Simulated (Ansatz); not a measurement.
# H started on an O site and a Ti vacancy in rutile TiO2, 11 atoms, charge −2

Wanted: the effect of changed settings on energy, forces, pressure and convergence.

All numbers are computed with Ansatz 0.2.0 (PAW, plane waves).

## (1) The starting cell

11 atoms (3 Ti, 7 O, 1 H); a = 4.591 Å, b = 4.591 Å, c = 5.878 Å, α = 90.00°, β = 90.00°, γ = 90.00°. All atoms were shaken off their sites by about 0.10 Å along each axis. Defect site 1: (0.304, 0.304, 0.500). Defect site 2: (0.500, 0.500, 0.250). Starting moments add up to 3 μB.

## (2) PBEsol on the given atoms

File in.yaml:

```yaml
crystal:
  lattice:
    - [4.591414, 0.000000, 0.000000]
    - [0.000000, 4.591414, 0.000000]
    - [0.000000, 0.000000, 5.877742]
  atoms:
    - { symbol: Ti, position: [0.009928, 0.991096, 0.021224] }
    - { symbol: Ti, position: [0.988782, 0.978881, 0.499459], spin: 0.375 }
    - { symbol: Ti, position: [0.509242, 0.531059, 0.786201], spin: 0.375 }
    - { symbol: O, position: [0.339473, 0.315980, 0.011665], spin: 0.375 }
    - { symbol: O, position: [0.677660, 0.688332, 0.995743], spin: 0.375 }
    - { symbol: O, position: [0.730497, 0.716718, 0.519601], spin: 0.375 }
    - { symbol: O, position: [0.166474, 0.764312, 0.259684], spin: 0.375 }
    - { symbol: O, position: [0.187711, 0.783756, 0.742819] }
    - { symbol: O, position: [0.740165, 0.173097, 0.255679], spin: 0.375 }
    - { symbol: O, position: [0.769955, 0.225957, 0.765607] }
    - { symbol: H, position: [0.294749, 0.283738, 0.504120], spin: 0.375 }
kpoints:
  mp_grid: { grid: [2, 2, 2], shift: [0.5, 0.5, 0.5] }
hamiltonian:
  xc: pbesol
total_charge: -2
magnetization:
  spin_polarized: true
scf:
  occupations: { method: fermi_dirac, width: 0.01 }
output:
  forces: true
  eigenvalues: true
  populations: true
  charged_corrections: { epsilon: 100 }
  write_density: true
  write_potential: true
  elf: true
  volumetric_format: npy
```

On the command line:

```sh
$ ansatz run in.yaml --threads 8 --pin off --max-ram 13300MiB --runs-dir r --events-out ev --progress --plain
```

## (3) Changed settings: dispersion D4

in.yaml: that of step 2 with these lines changed.

```diff
@@ -21,2 +21,3 @@
   xc: pbesol
+  dispersion: d4
 total_charge: -2
@@ -26,2 +27,3 @@
   occupations: { method: fermi_dirac, width: 0.01 }
+  max_iter: 80
 output:
@@ -29,4 +31,3 @@
   eigenvalues: true
-  populations: true
-  charged_corrections: { epsilon: 100 }
+  stress: true
   write_density: true
```

## (4) Changed settings: accuracy low, starting moment 2 μB, at most 4 cycles

File in.yaml:

```yaml
accuracy: low
crystal:
  lattice:
    - [4.591414, 0.000000, 0.000000]
    - [0.000000, 4.591414, 0.000000]
    - [0.000000, 0.000000, 5.877742]
  atoms:
    - { symbol: Ti, position: [0.009928, 0.991096, 0.021224] }
    - { symbol: Ti, position: [0.988782, 0.978881, 0.499459] }
    - { symbol: Ti, position: [0.509242, 0.531059, 0.786201] }
    - { symbol: O, position: [0.339473, 0.315980, 0.011665] }
    - { symbol: O, position: [0.677660, 0.688332, 0.995743] }
    - { symbol: O, position: [0.730497, 0.716718, 0.519601] }
    - { symbol: O, position: [0.166474, 0.764312, 0.259684] }
    - { symbol: O, position: [0.187711, 0.783756, 0.742819] }
    - { symbol: O, position: [0.740165, 0.173097, 0.255679] }
    - { symbol: O, position: [0.769955, 0.225957, 0.765607] }
    - { symbol: H, position: [0.294749, 0.283738, 0.504120] }
kpoints:
  mp_grid: { grid: [2, 2, 2], shift: [0.5, 0.5, 0.5] }
hamiltonian:
  xc: pbesol
total_charge: -2
magnetization:
  spin_polarized: true
  initial_magnetization: 2
scf:
  occupations: { method: fermi_dirac, width: 0.01 }
  max_iter: 4
output:
  forces: true
  eigenvalues: true
  stress: true
```

## (5) Run again with accuracy low, at most 2 cycles

File in.yaml:

```yaml
accuracy: low
crystal:
  lattice:
    - [4.591414, 0.000000, 0.000000]
    - [0.000000, 4.591414, 0.000000]
    - [0.000000, 0.000000, 5.877742]
  atoms:
    - { symbol: Ti, position: [0.009928, 0.991096, 0.021224] }
    - { symbol: Ti, position: [0.988782, 0.978881, 0.499459], spin: 0.375 }
    - { symbol: Ti, position: [0.509242, 0.531059, 0.786201], spin: 0.375 }
    - { symbol: O, position: [0.339473, 0.315980, 0.011665], spin: 0.375 }
    - { symbol: O, position: [0.677660, 0.688332, 0.995743], spin: 0.375 }
    - { symbol: O, position: [0.730497, 0.716718, 0.519601], spin: 0.375 }
    - { symbol: O, position: [0.166474, 0.764312, 0.259684], spin: 0.375 }
    - { symbol: O, position: [0.187711, 0.783756, 0.742819] }
    - { symbol: O, position: [0.740165, 0.173097, 0.255679], spin: 0.375 }
    - { symbol: O, position: [0.769955, 0.225957, 0.765607] }
    - { symbol: H, position: [0.294749, 0.283738, 0.504120], spin: 0.375 }
kpoints:
  mp_grid: { grid: [2, 2, 2], shift: [0.5, 0.5, 0.5] }
hamiltonian:
  xc: pbesol
total_charge: -2
magnetization:
  spin_polarized: true
scf:
  occupations: { method: fermi_dirac, width: 0.01 }
  max_iter: 2
output:
  forces: true
  eigenvalues: true
  stress: true
```

## (6) Variant: xc grid 3, occupations tetrahedron

in.yaml: that of step 5 with these lines changed.

```diff
@@ -1,2 +1 @@
-accuracy: low
 crystal:
@@ -20,2 +19,3 @@
   mp_grid: { grid: [2, 2, 2], shift: [0.5, 0.5, 0.5] }
+basis: { xc_grid: 3 }
 hamiltonian:
@@ -26,4 +26,4 @@
 scf:
-  occupations: { method: fermi_dirac, width: 0.01 }
-  max_iter: 2
+  occupations: { method: tetrahedron }
+  max_iter: 70
 output:
```

Q: Predict the outcome of this session. Wanted: for each run, settings; status; energy from base; forces from base.

As calculated:

| settings | status | cycles | time | energy from base (meV/atom) | forces from base (eV/Å rms) | filled to empty level on the mesh (eV) |
| --- | --- | --- | --- | --- | --- | --- |
| base | converged | 18 | 2.8 s (8 CPU threads) | 0 | 0 | 0.10 |
| dispersion D4 | converged | 18 | 2.8 s (8 CPU threads) | - | 0.026 | 0.10 |
| accuracy low, starting moment 2 μB, at most 4 cycles | not converged | - | 1.3 s (8 CPU threads) | - | - | - |
| accuracy low, at most 2 cycles | not converged | - | 0.9 s (8 CPU threads) | - | - | - |
| xc grid 3, occupations tetrahedron | converged | 20 | 2.4 s (8 CPU threads) | 0.0 | 0.001 | 0.10 |

**What this shows.** Among these variants the forces move most with dispersion D4 (0.026 eV/Å rms) and least with xc grid 3, occupations tetrahedron (0.001). 2 of 4 variants gave no result: accuracy low, starting moment 2 μB, at most 4 cycles (not converged); accuracy low, at most 2 cycles (not converged).
